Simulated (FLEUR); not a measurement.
# Yb (Im-3m) in FLEUR: settings compared, part 2 of 2

FLEUR MaX-R8.1 (later development tree). The steps go on from the part before.

### 6 Band structure, Wu-Cohen GGA, collinear spin, ferromagnetic start

inp.xml

```xml
<?xml version="1.0" encoding="UTF-8" standalone="no"?>
<fleurInput fleurInputVersion="0.39">
   <comment>
      Yb                                                                                                  
   </comment>
   <calculationSetup>
      <cutoffs Kmax="4.1" Gmax="12.7" GmaxXC="12.7" numbands="0"/>
      <scfLoop itmax="60" minDistance="0.00001" maxIterBroyd="15" imix="Anderson" alpha="0.05" precondParam="0.0" spinf="2.0" sdNocoIR="T"/>
      <coreElectrons ctail="T" frcor="F" kcrel="0" coretail_lmax="0"/>
      <xcFunctional name="wc" relativisticCorrections="F"/>
      <magnetism jspins="2"/>
      <soc l_soc="F" theta="0.0" phi="0.0" spav="F"/>
      <expertModes spex="0" secvar="F"/>
      <geometryOptimization l_f="F" forcealpha="1.0" forcemix="BFGS" epsdisp="0.00001" epsforce="0.00001"/>
      <ldaU l_linMix="F" mixParam="0.05" spinf="1.0"/>
   </calculationSetup>
   <cell>
      <bzIntegration valenceElectrons="24.0" mode="hist" fermiSmearingEnergy="0.00183747">
         <kPointListSelection listName="default-1"/>
         <!-- k-points included here -->
         <xi:include xmlns:xi="http://www.w3.org/2001/XInclude" href="kpts.xml"> </xi:include>
      </bzIntegration>
      <!-- symmetry operations included here -->
      <xi:include xmlns:xi="http://www.w3.org/2001/XInclude" href="sym.xml"> </xi:include>
      <bulkLattice scale="1.0">
         <bravaisMatrix>
            <row-1>   -4.0657136317327813     4.0657136317327813     4.0657136317327813</row-1>
            <row-2>    4.0657136317327813    -4.0657136317327813     4.0657136317327813</row-2>
            <row-3>    4.0657136317327813     4.0657136317327813    -4.0657136317327813</row-3>
         </bravaisMatrix>
      </bulkLattice>
   </cell>
   <atomSpecies>
      <species name="Ytterbium 1.000" element="Yb" atomicNumber="70">
         <mtSphere radius="2.66" gridPoints="879" logIncrement="0.015"/>
         <atomicCutoffs lmax="11" lnonsphr="8"/>
         <electronConfig flipSpins="F">
            <coreConfig>(1s1/2) (2s1/2) (2p1/2) (2p3/2) (3s1/2) (3p1/2) (3p3/2) (4s1/2) (3d3/2) (3d5/2) (4p1/2) (4p3/2) (4d3/2) (4d5/2)</coreConfig>
            <valenceConfig>(5s1/2) (5p1/2) (5p3/2) (6s1/2) (4f5/2) (4f7/2)</valenceConfig>
         </electronConfig>
         <energyParameters s="6" p="5" d="5" f="4"/>
         <lo type="SCLO" l="0" n="5" eDeriv="0"/>
         <lo type="HELO" l="1" n="6" eDeriv="0"/>
         <lo type="HELO" l="1" n="6" eDeriv="1"/>
         <lo type="SCLO" l="2" n="5" eDeriv="2"/>
         <lo type="SCLO" l="3" n="4" eDeriv="2"/>
      </species>
   </atomSpecies>
   <atomGroups>
      <atomGroup species="Ytterbium 1.000">
         <relPos label="                   1">.0000000000 .0000000000 .0000000000</relPos>
         <force calculate="T" relaxXYZ="TTT"/>
      </atomGroup>
   </atomGroups>
   <output dos="F" band="F" slice="F">
      <checks vchk="F" cdinf="F"/>
      <bandDOS minEnergy="-.5*Htr" maxEnergy="0.5*Htr" sigma="0.015" storeEVData="T"/>
      <vacuumDOS vacdos="F" integ="F" star="F" nstars="0" locx1="0.0" locy1="0.0" locx2="0.0" locy2="0.0" nstm="0" tworkf="0.0"/>
      <unfoldingBand unfoldBand="F" supercellX="1" supercellY="1" supercellZ="1"/>
      <plotting iplot="0" polar="F">
         <plot TwoD="T" vec1="  1.0  0.0  0.0" vec2="  0.0  1.0  0.0" vec3="  0.0  0.0  1.0" zero="  0.0  0.0  0.0" file="plot"/>
      </plotting>
      <chargeDensitySlicing numkpt="0" minEigenval="0.0" maxEigenval="0.0" nnne="0" pallst="F"/>
      <specialOutput eonly="F"/>
      <moessbauerParams electricFieldGradient="T" isomerShift="T" coreHyperfine="T" valenceHyperfine="T"/>
      <magneticCircularDichroism mcd="F" energyLo="-10.0" energyUp="0.0"/>
   </output>
  <!-- We include the file relax.xml here to enable relaxations (see documentation) -->
  <xi:include xmlns:xi="http://www.w3.org/2001/XInclude" href="relax.xml"> <xi:fallback/> </xi:include>
</fleurInput>
```

crystal.txt

```
Yb
&input cartesian=F /
-2.1514830000  2.1514830000  2.1514830000
2.1514830000  -2.1514830000  2.1514830000
2.1514830000  2.1514830000  -2.1514830000
1.8897261246
1.0 1.0 1.0

1
70 0.0000000000  0.0000000000  0.0000000000 : 1.000

&kpt div1=9 div2=9 div3=9 gamma=T /
```

inp.xml (bands)

```
<?xml version="1.0" encoding="UTF-8" standalone="no"?>
<fleurInput fleurInputVersion="0.39">
   <comment>
      Yb                                                                                                  
   </comment>
   <calculationSetup>
      <cutoffs Kmax="4.1" Gmax="12.7" GmaxXC="12.7" numbands="0"/>
      <scfLoop itmax="60" minDistance="0.00001" maxIterBroyd="15" imix="Anderson" alpha="0.05" precondParam="0.0" spinf="2.0" sdNocoIR="T"/>
      <coreElectrons ctail="T" frcor="F" kcrel="0" coretail_lmax="0"/>
      <xcFunctional name="wc" relativisticCorrections="F"/>
      <magnetism jspins="2"/>
      <soc l_soc="F" theta="0.0" phi="0.0" spav="F"/>
      <expertModes spex="0" secvar="F"/>
      <geometryOptimization l_f="F" forcealpha="1.0" forcemix="BFGS" epsdisp="0.00001" epsforce="0.00001"/>
      <ldaU l_linMix="F" mixParam="0.05" spinf="1.0"/>
   </calculationSetup>
   <cell>
      <bzIntegration valenceElectrons="24.0" mode="hist" fermiSmearingEnergy="0.00183747">
         <kPointListSelection listName="path-1"/>
         <!-- k-points included here -->
         <xi:include xmlns:xi="http://www.w3.org/2001/XInclude" href="kpts.xml"> </xi:include>
      </bzIntegration>
      <!-- symmetry operations included here -->
      <xi:include xmlns:xi="http://www.w3.org/2001/XInclude" href="sym.xml"> </xi:include>
      <bulkLattice scale="1.0">
         <bravaisMatrix>
            <row-1>   -4.0657136317327813     4.0657136317327813     4.0657136317327813</row-1>
            <row-2>    4.0657136317327813    -4.0657136317327813     4.0657136317327813</row-2>
            <row-3>    4.0657136317327813     4.0657136317327813    -4.0657136317327813</row-3>
         </bravaisMatrix>
      </bulkLattice>
   </cell>
   <atomSpecies>
      <species name="Ytterbium 1.000" element="Yb" atomicNumber="70">
         <mtSphere radius="2.66" gridPoints="879" logIncrement="0.015"/>
         <atomicCutoffs lmax="11" lnonsphr="8"/>
         <electronConfig flipSpins="F">
            <coreConfig>(1s1/2) (2s1/2) (2p1/2) (2p3/2) (3s1/2) (3p1/2) (3p3/2) (4s1/2) (3d3/2) (3d5/2) (4p1/2) (4p3/2) (4d3/2) (4d5/2)</coreConfig>
            <valenceConfig>(5s1/2) (5p1/2) (5p3/2) (6s1/2) (4f5/2) (4f7/2)</valenceConfig>
         </electronConfig>
         <energyParameters s="6" p="5" d="5" f="4"/>
         <lo type="SCLO" l="0" n="5" eDeriv="0"/>
         <lo type="HELO" l="1" n="6" eDeriv="0"/>
         <lo type="HELO" l="1" n="6" eDeriv="1"/>
         <lo type="SCLO" l="2" n="5" eDeriv="2"/>
         <lo type="SCLO" l="3" n="4" eDeriv="2"/>
      </species>
   </atomSpecies>
   <atomGroups>
      <atomGroup species="Ytterbium 1.000">
         <relPos label="                   1">.0000000000 .0000000000 .0000000000</relPos>
         <force calculate="T" relaxXYZ="TTT"/>
      </atomGroup>
   </atomGroups>
   <output dos="F" band="T" slice="F">
      <checks vchk="F" cdinf="F"/>
      <bandDOS minEnergy="-.5*Htr" maxEnergy="0.5*Htr" sigma="0.015" storeEVData="T"/>
      <vacuumDOS vacdos="F" integ="F" star="F" nstars="0" locx1="0.0" locy1="0.0" locx2="0.0" locy2="0.0" nstm="0" tworkf="0.0"/>
      <unfoldingBand unfoldBand="F" supercellX="1" supercellY="1" supercellZ="1"/>
      <plotting iplot="0" polar="F">
         <plot TwoD="T" vec1="  1.0  0.0  0.0" vec2="  0.0  1.0  0.0" vec3="  0.0  0.0  1.0" zero="  0.0  0.0  0.0" file="plot"/>
      </plotting>
      <chargeDensitySlicing numkpt="0" minEigenval="0.0" maxEigenval="0.0" nnne="0" pallst="F"/>
      <specialOutput eonly="F"/>
      <moessbauerParams electricFieldGradient="T" isomerShift="T" coreHyperfine="T" valenceHyperfine="T"/>
      <magneticCircularDichroism mcd="F" energyLo="-10.0" energyUp="0.0"/>
   </output>
  <!-- We include the file relax.xml here to enable relaxations (see documentation) -->
  <xi:include xmlns:xi="http://www.w3.org/2001/XInclude" href="relax.xml"> <xi:fallback/> </xi:include>
</fleurInput>
```

Potentials or basis: all-electron, FLAPW.

Command:

```bash
$ inpgen -f crystal.txt -profile fastHighL
$ # inp.xml edited to the form shown
$ fleur_MPI -warn_only
$ fleur_MPI -warn_only   # second run, on inp.xml (bands)
```

Log:

```text
Welcome to FLEUR        (www.flapw.de)
      MaX-Release 8.1          (www.max-centre.eu)

 ========== k-point set info ==========
 Selected k-point list: default-1
 k-point list type: mesh
 9 x 9 x 9
 Number of k points: 35

 ------------Calculation Setup---------------------------
 Number of MPI-tasks      :            1
 Number of PE/node        :            1
 Number of OMP-threads    :            1
 Most efficient MPI parallelization for:
           1           5           7          35
 Additional eigenvalue parallelization possible
 Number of basis functions:          360
 Approximate size of matrices (H+S) per k-point:         0.002 GB
 --------------------------------------------------------
 Iteration:     1   Distance:      73.21114043 me/bohr^3
 Iteration:     2   Distance:      14.48174766 me/bohr^3
 Iteration:     3   Distance:      10.98823027 me/bohr^3
 Iteration:     4   Distance:      21.76408948 me/bohr^3
 Iteration:     5   Distance:      23.66523983 me/bohr^3
 Iteration:     6   Distance:       8.16379340 me/bohr^3
 Iteration:     7   Distance:       8.99800393 me/bohr^3
 Iteration:     8   Distance:       5.16098444 me/bohr^3
 Iteration:     9   Distance:       5.12240540 me/bohr^3
 Iteration:    10   Distance:       2.57252577 me/bohr^3
[... 9 lines left out ...]
 Iteration:    20   Distance:       0.09736692 me/bohr^3
 Iteration:    21   Distance:       0.00182322 me/bohr^3
 Iteration:    22   Distance:       0.04067311 me/bohr^3
 Iteration:    23   Distance:       0.00394142 me/bohr^3
 Iteration:    24   Distance:       0.00425333 me/bohr^3
 Iteration:    25   Distance:       0.00016182 me/bohr^3
 Iteration:    26   Distance:       0.00046023 me/bohr^3
 Iteration:    27   Distance:       0.00006996 me/bohr^3
 Iteration:    28   Distance:       0.00004923 me/bohr^3
 Iteration:    29   Distance:       0.00000910 me/bohr^3

 ********************************************************************
 Run finished successfully
 Stop message:
   all done
 ********************************************************************
```

output (bands):

```text
Welcome to FLEUR        (www.flapw.de)
      MaX-Release 8.1          (www.max-centre.eu)

 ========== k-point set info ==========
 Selected k-point list: path-1
 k-point list type: path
 Number of k points: 60

 ------------Calculation Setup---------------------------
 Number of MPI-tasks      :            1
 Number of PE/node        :            1
 Number of OMP-threads    :            1
 Most efficient MPI parallelization for:
           1           2           3           4           5           6          10          12          15          20          30          60
 Additional eigenvalue parallelization possible
 Number of basis functions:          360
 Approximate size of matrices (H+S) per k-point:         0.002 GB
 --------------------------------------------------------
 Fermi energy correction for metals:
 Fermi energy in bands.* files may not be consistent with last density.
 Please correct it manually (e.g. in band.gnu file).

 Note: Band structure data (together with different weights) is also stored in the banddos.hdf file.
       A convenient way of extracting and plotting the data from that file is by making use of the

 ********************************************************************
 Run finished successfully
 Stop message:
   Charge density postprocessing done.
 ********************************************************************
```

out.xml (last iteration):

```text
<iteration numberForCurrentRun="   29" overallNumber="   29">
         <energyParameters units="Htr">
            <atomicEP atomType="1" spin="1" branch="6s" branchLowest="-1.67" branchHighest="1.87" value="0.1414324086"/>
            <atomicEP atomType="1" spin="1" branch="5p" branchLowest="-12.11" branchHighest="-0.59" value="-0.6226916350"/>
            <atomicEP atomType="1" spin="1" branch="5d" branchLowest="-6.23" branchHighest="0.84" value="0.2826309145"/>
            <atomicEP atomType="1" spin="1" branch="4f" branchLowest="-9.99" branchHighest="0.20" value="0.2071819324"/>
[... 135 lines left out ...]
            <chargeDensity spin="1" distance="0.0000045505"/>
            <chargeDensity spin="2" distance="0.0000045505"/>
            <overallChargeDensity distance="0.0000091011"/>
            <spinDensity distance="0.0000000000"/>
         </densityConvergence>
      </iteration>
```

It took 84 s on 1 thread of Arm Neoverse V1, shared host; peak memory 0.08 GiB.

Results:

```yaml
Free_energy: -382996.9125 eV
Band_gap_along_the_path: none (metal or under the smearing width)
Net_moment: 0.00 μB per cell
Valence_electrons_inside_the_program's_atomic_spheres: Yb 22.03 (radii Yb 2.66 bohr)
```

Levels at the corners of the path, in eV from the Fermi level:
Spin up:
```tsv
point	band 10	band 11	band 12	band 13	band 14	band 15
Γ	-0.32	-0.32	-0.30	2.78	2.78	2.78
H	-0.32	-0.32	-0.32	-0.32	4.61	4.61
N	-0.34	-0.33	-0.31	0.40	1.32	4.18
Γ	-0.32	-0.32	-0.30	2.78	2.78	2.78
P	-0.35	-0.35	0.36	0.36	0.36	3.04
H	-0.32	-0.32	-0.32	-0.32	4.61	4.61
P	-0.35	-0.35	0.36	0.36	0.36	3.04
N	-0.34	-0.33	-0.31	0.40	1.32	4.18
```
Spin down:
```tsv
point	band 8	band 9	band 10	band 11	band 12	band 13	band 14	band 15	band 16	band 17
Γ	-0.43	-0.32	-0.32	-0.32	-0.30	2.78	2.78	2.78	4.53	4.53
H	-0.40	-0.32	-0.32	-0.32	-0.32	-0.32	4.61	4.61	4.61	6.27
N	-0.40	-0.35	-0.34	-0.33	-0.31	0.40	1.32	4.18	5.17	6.82
Γ	-0.43	-0.32	-0.32	-0.32	-0.30	2.78	2.78	2.78	4.53	4.53
P	-0.37	-0.35	-0.35	-0.35	0.36	0.36	0.36	3.04	5.28	5.28
H	-0.40	-0.32	-0.32	-0.32	-0.32	-0.32	4.61	4.61	4.61	6.27
P	-0.37	-0.35	-0.35	-0.35	0.36	0.36	0.36	3.04	5.28	5.28
N	-0.40	-0.35	-0.34	-0.33	-0.31	0.40	1.32	4.18	5.17	6.82
```

Core levels (eV from the Fermi level):
```
atom                                                                                                                                                                                                         levels
1 Yb  1s1/2 -61160.8, 2s1/2 -10353.8, 2p1/2 -9875.8, 2p3/2 -8828.6, 3s1/2 -2331.8, 3p1/2 -2120.9, 3p3/2 -1898.6, 4s1/2 -456.6, 3d3/2 -1539.5, 3d5/2 -1491.0, 4p1/2 -371.3, 4p3/2 -320.9, 4d3/2 -180.6, 4d5/2 -171.4
```

Caveat: spin-orbit coupling is left out, which moves the levels of the heavy elements. The state reached can hang on the start; a lower one may exist.
